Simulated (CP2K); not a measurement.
Runs of CP2K 2026.2 on WS2 (Tungstenite). The structure is hexagonal, space group P6_3/mmc (No. 194). The conventional cell has a = 3.180 Å, b = 3.180 Å, c = 12.500 Å, α = 90.00°, β = 90.00°, γ = 120.00°. Around W (site symmetry -6m2) lie 6 S at 2.41 Å. S (site symmetry 3m) has 3 W at 2.41 Å as nearest neighbours. 

| level | potentials or basis | smearing | EPS_DEFAULT | NGRIDS | points a segment of the path (NPOINTS) | bands added on the path | CUTOFF of the grids | gap on the mesh (eV) | pressure (GPa) | largest force (eV/Å) |
| --- | --- | --- | --- | --- | --- | --- | --- | --- | --- | --- |
| LDA | GTH_POTENTIALS W GTH-PADE-q14, S GTH-PADE-q6; TZVP-MOLOPT-PBE-GTH basis | fermi-dirac 0.05 eV | 1.0E-10 | 4 | 6 | 2 | 450 Ry | (b) | -15.2 | 0.63 |
| PBEsol | POTENTIAL_UZH W GTH-PBE-q14, S GTH-PBE-q6; TZVP-MOLOPT-PBE-GTH basis | fermi-dirac 0.05 eV | 1.0E-9 | 4 | 10 | 4 | 450 Ry | 1.07 | (a) | 0.07 |
| r2SCAN | POTENTIAL_UZH W GTH-SCAN-q14, S GTH-SCAN-q6; TZVP-MOLOPT-SCAN-GTH basis | fermi-dirac 0.0259 eV | 1.0E-10 | 5 | 6 | 6 | 675 Ry | 1.27 | -1.0 | (c) |
| TB-mBJ | POTENTIAL_UZH W GTH-PBE-q14, S GTH-PBE-q6; TZVP-MOLOPT-PBE-GTH basis | fermi-dirac 0.1 eV | 1.0E-9 | 5 | 10 | 6 | 675 Ry | 1.22 | - | - |

Alike in all rows: task band structure; no spin polarisation; cell as given; k mesh 10 × 10 × 3.

Q: Fill in the values left out.

A: (a) -2.2; (b) 0.88; (c) 0.23.

Caveats: spin-orbit coupling is left out, which moves the levels of the heavy elements; the basis of atomic orbitals isn't converged, which shifts pressures, moduli and gaps; the potentials were made for another functional, which shifts forces and pressure (some runs); so large a pressure means that the cell lies far from this level's equilibrium, or that cutoff or potentials fall short (some runs); this functional lacks dispersion, which binds the layers, so the pressure and a relaxed spacing across them are unreliable (some runs); this is a model potential without an energy functional, so only levels have meaning (some runs).

A k mesh can miss the band edges, and the runs leave out spin-orbit coupling on W.

Runs at the PBE level aren't shown here.
